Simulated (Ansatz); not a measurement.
The reference is CsPbI$_{3}$ in the cubic perovskite structure (space group Pm-3m, No. 221; a = 6.390 Å).

Computed with PBE in Ansatz (plane waves to 420 eV, PAW, no SOC).

Strains are applied to the cell and any free atomic positions relax.

One change was made to it. Results:

```json
[
 {"quantity": "electron mass (degenerate bands, along [100])", "base": "0.070, 0.77, 0.77 mₑ (at R)", "after": "0.068, 0.75, 0.75 mₑ (at R)"},
 {"quantity": "hole mass", "base": "0.15 mₑ (at R)", "after": "0.14 mₑ (at R)"},
 {"quantity": "gap character", "base": "direct at R", "after": "direct at R"},
 {"quantity": "width of the top valence band", "base": "1.15 eV", "after": "1.22 eV"}
]
```

Question: Name the change that was made.
A. isotropic strain −3.09 %
B. isotropic strain −4.98 %
C. isotropic strain −0.44 %

Answer: C, isotropic strain −0.44 %. For comparison, the electron mass in the other runs: isotropic strain −4.98 % gives 0.048, 0.63, 0.63 mₑ (at R); isotropic strain −3.09 % gives 0.057, 0.68, 0.68 mₑ (at R).

Spin-orbit coupling, missing from the scalar runs, can matter with I and Pb. Effective masses come from finite differences of ±0.01 Å⁻¹. Stability against distortions was not tested. Many cubic perovskites are stable only at high temperature; tilts and polar distortions were not tested. This is not the structure that CsPbI3 has at room temperature and ambient pressure.

Ansatz is an electronic-structure program.
